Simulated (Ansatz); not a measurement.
The geometry is COD entry 9012476, unchecked; take it as a test cell.

N: DFT, PBE, all-electron LAPW, scalar-relativistic (Ansatz 0.2.0).

```yaml
crystal:
  lattice:
    - [4.0499987506, 0.0, 0.0]
    - [-2.0249993753, 3.5074018033, 0.0]
    - [0.0, 0.0, 6.604]
  atoms:
    - { symbol: "N", position: [0.3333333333, 0.6666666667, 0.338] }
    - { symbol: "N", position: [0.6666666667, 0.3333333333, 0.838] }
    - { symbol: "N", position: [0.3333333333, 0.6666666667, 0.162] }
    - { symbol: "N", position: [0.6666666667, 0.3333333333, 0.662] }
kpoints:
  mp_grid: { grid: [8, 8, 4] }
  band_path:
    path:
      - [0.0, 0.0, 0.0]
      - [0.5, 0.0, 0.0]
      - [0.3333333333, 0.3333333333, 0.0]
      - [0.0, 0.0, 0.0]
      - [0.0, 0.0, 0.5]
      - [0.5, 0.0, 0.5]
      - [0.3333333333, 0.3333333333, 0.5]
      - [0.0, 0.0, 0.5]
      - [0.5, 0.0, 0.5]
    npoints: 8
scf:
  occupations: { method: fermi_dirac, width: 0.03 }
hamiltonian:
  xc: pbe
  pseudopotentials: { kind: all_electron, lapw: { basis_error: 0.001 } }
output:
  forces: true
  stress: true
  eigenvalues: true
  populations: true
  dos: { projected: true, de: 0.2, e_range: [-14, 8] }
```

Output:

```
N: projections on atomic orbitals take those of the free atom 1s2 2s2 2p3, of charge +0.00 (hamiltonian.pseudopotentials.projection_atoms)
LAPW: plane waves up to 15.088 Å⁻¹, error target 1.0e-3 eV per atom; small_component_spin mean_spin; N in spheres of 0.581 Å, 7 of its electrons in bands, Dirac shells []
Engine: ansatz 0.2.0
Pseudopotentials: kind: all_electron
Pseudopotential: N, LAPW, valence charge 7, Koelling and Harmon's equation, gaussian nucleus
Functional definition: PBE
  parameter kappa = 0.804
  parameter beta = 0.06672455060314922
  exchange = pbe_x(kappa = kappa, mu = beta*pi^2/3)
  correlation = pbe_c(beta = beta)
Crystal: 4 atoms, lattice volume = 93.810 Å³
Basis set: ecut = 867.3420830985434 eV, 5419 PW (Γ), exchange–correlation at level 2
Bands: 18, of which v1, the nominal top of the filled ones, is band 14 counted from 1 (13 counted from 0)
Symmetry: 24 space group operations
Space group: P63/mmc (ITA 194), of the structure as read, at distance tolerance 4.5e-5 Å
k-points: 30 of 256
Non-local potential: N, projectors of the file, none
Initial density: superposition of atomic densities (chi_scale 0.1, normalization cell)
Initial wavefunctions: plane waves of lowest kinetic energy (no species holds an atomic orbital)
Functional: x = pbe(κ = 0.804, μ = 0.2195149727645171), c = pbe(β = 0.06672455060314922)
iter 1 solved again at ethr=9.34e-3 eV; its pass at ethr=1.00e-1 eV (dr2=2.62e0 eV) is discarded
SCF iter   1: F=—  HF=-5961.329286 eV  |F-HF|=—  |Δ(HF+E_count)|=         —  Δρ=7.26e-2  dr2=2.68e0  ethr=9.34e-3  ⟨swp⟩=2.0  Hψ=3540  notcnv=0
preconditioner: auto → Resta (q_TF=auto, 2.230 Å⁻¹)  ε∞=2.9  [insulator: Δε(μ)=6.797 eV  Ē_g=12.473 eV  σ=0.030 eV  W_gap=1.00  n_scr=22 (ndim 8)  ℏωp=17.1 eV  f_vac=0.305  D(μ)=0.00/eV (n_scr^D=0)  ε∞_Penn≈2.9]
SCF iter   2: F=—  HF=-5960.337398 eV  |F-HF|=—  |Δ(HF+E_count)|=   9.92e-1  Δρ=3.34e-2  dr2=5.14e-1  ethr=9.34e-3  ⟨swp⟩=3.0  Hψ=1461  notcnv=0
iter 3 solved again at ethr=3.88e-5 eV; its pass at ethr=1.84e-3 eV (dr2=1.09e-2 eV) is discarded
SCF iter   3: F=—  HF=-5960.131987 eV  |F-HF|=—  |Δ(HF+E_count)|=   2.05e-1  Δρ=4.35e-3  dr2=1.03e-2  ethr=3.88e-5  ⟨swp⟩=3.0  Hψ=2829  notcnv=0
SCF iter   4: F=—  HF=-5960.131557 eV  |F-HF|=—  |Δ(HF+E_count)|=         —  Δρ=6.79e-4  dr2=8.04e-4  ethr=3.67e-5  ⟨swp⟩=2.1  Hψ=1324  notcnv=0
the basis was enlarged: its passes take 144.0 KiB over the memory plan, 1 of 1 planned eigensolver slots
SCF iter   5: F=—  HF=-5960.131705 eV  |F-HF|=—  |Δ(HF+E_count)|=   1.48e-4  Δρ=4.55e-4  dr2=1.36e-4  ethr=2.87e-6  ⟨swp⟩=3.0  Hψ=1620  notcnv=0
SCF iter   6: F=—  HF=-5960.131658 eV  |F-HF|=—  |Δ(HF+E_count)|=   4.72e-5  Δρ=5.94e-5  dr2=2.26e-6  ethr=4.87e-7  ⟨swp⟩=3.0  Hψ=1456  notcnv=0
SCF iter   7: F=-5960.131658 eV  HF=-5960.131658 eV  |F-HF|=1.47e-8  |Δ(HF+E_count)|=   5.87e-7  Δρ=7.70e-6  dr2=5.74e-8  ethr=8.09e-9  ⟨swp⟩=3.0  Hψ=1477  notcnv=0
SCF 1 converged in 7 iterations: F = -5960.131658 eV  dr2 = 5.74e-8
NSCF: frozen V_eff on 65 k-points
SCF converged after 7 iterations
Free energy (F): -5960.131658 eV
Harris-Foulkes:  -5960.131658 eV  (|F-HF|=1.47e-8)
Internal energy: -5960.131658 eV  (E = F + TS)
E sigma→0 (E₀):  -5960.131658 eV
Fermi energy:    -2.100341 eV
--- Per-component energies (eV) ---
  E_band       = -3242.269415
  E_kinetic    = 5931.859610
  E_xc         = -735.947798
  E_electrostatic = -11156.043470  (all electrons and nuclei)
  E_smearing   = -0.000000  (= −TS)
  E_closure    = 0.000000  (closes the sum)
  E_atoms      = -5926.970060  (free atoms, spherical and without spin; not in F)
  Σ components = -5960.131658   (vs F -5960.131658, Δ=0.00e0)
  Basis errors (estimates in eV, not in F): energy 6.0e-4 per atom: plane waves 5.7e-4 (3.7e-4 summed), levels above the bands 2.7e-103, relativity 4.2e-8, radial functions 3.4e-5, core shells 0.0e0; eigenvalues (radial functions only) 1.8e-6; not estimated: angular momenta, meshes, grids; target (lapw.basis_error) 1.0e-3; muffin-tin radii N 0.581 Å
--- Forces (eV/Å), atoms counted from 1 ---
  atom   1  N      0.00000000     0.00000000    -6.98594683
  atom   2  N      0.00000000     0.00000000    -6.98594683
  atom   3  N      0.00000000    -0.00000000     6.98594683
  atom   4  N      0.00000000     0.00000000     6.98594683
  max |Σ_I F_I| component: 2.24e-18 eV/Å
--- Stress (GPa, compression-positive) ---
        0.626949       0.000000       0.000000
       -0.000000       0.626949       0.000000
        0.000000       0.000000     -26.665857
  P = ⅓ Tr σ = -8.4707 GPa (-84.707 kbar)
--- Band table (eV; the first three rows and the last of 30) ---
  k-point 0: bands = ["-379.4507", "-379.4507", "-379.4325", "-379.4325", "-22.9379", "-22.8776", "-10.1239", "-9.0623", "-6.6439", "-6.6439", "-6.6335", "-6.4628", "-6.4628", "-5.1242", "1.7040", "1.7040", "2.3292", "2.3292"]
  k-point 1: bands = ["-379.4507", "-379.4507", "-379.4325", "-379.4325", "-22.9291", "-22.8866", "-10.0079", "-9.2815", "-6.6183", "-6.6183", "-6.4902", "-6.4902", "-6.3502", "-5.3069", "1.7902", "1.7902", "2.2315", "2.2315"]
  k-point 2: bands = ["-379.4507", "-379.4507", "-379.4325", "-379.4325", "-22.9079", "-22.9079", "-9.6894", "-9.6894", "-6.5551", "-6.5551", "-6.5551", "-6.5551", "-5.7852", "-5.7852", "2.0051", "2.0051", "2.0051", "2.0051"]
  k-point 29: bands = ["-379.4507", "-379.4507", "-379.4325", "-379.4325", "-22.8822", "-22.8822", "-9.5611", "-9.5611", "-6.8378", "-6.8378", "-6.7356", "-6.7356", "-5.7751", "-5.7751", "1.6061", "1.6061", "1.8009", "1.8009"]
--- Löwdin populations: 4 sites ---
  site symbol       q [e]
     0      N      6.9168
     1      N      6.9168
     2      N      6.9168
     3      N      6.9168
  spilling = 0.011886 (of n_electrons = 28.000000)
```

populations.tsv:

```
# site	symbol	l	j	q
# orbitals = lowdin
# n_electrons = 28.000000
# spilling = 0.011886
# projection_atom_N: 1s2 2s2 2p3
0	N	0_1S	-	1.995463
0	N	0_2S	-	1.636898
0	N	1_2P	-	3.284436
1	N	0_1S	-	1.995463
1	N	0_2S	-	1.636898
1	N	1_2P	-	3.284436
2	N	0_1S	-	1.995463
2	N	0_2S	-	1.636898
2	N	1_2P	-	3.284436
3	N	0_1S	-	1.995463
3	N	0_2S	-	1.636898
3	N	1_2P	-	3.284436
```
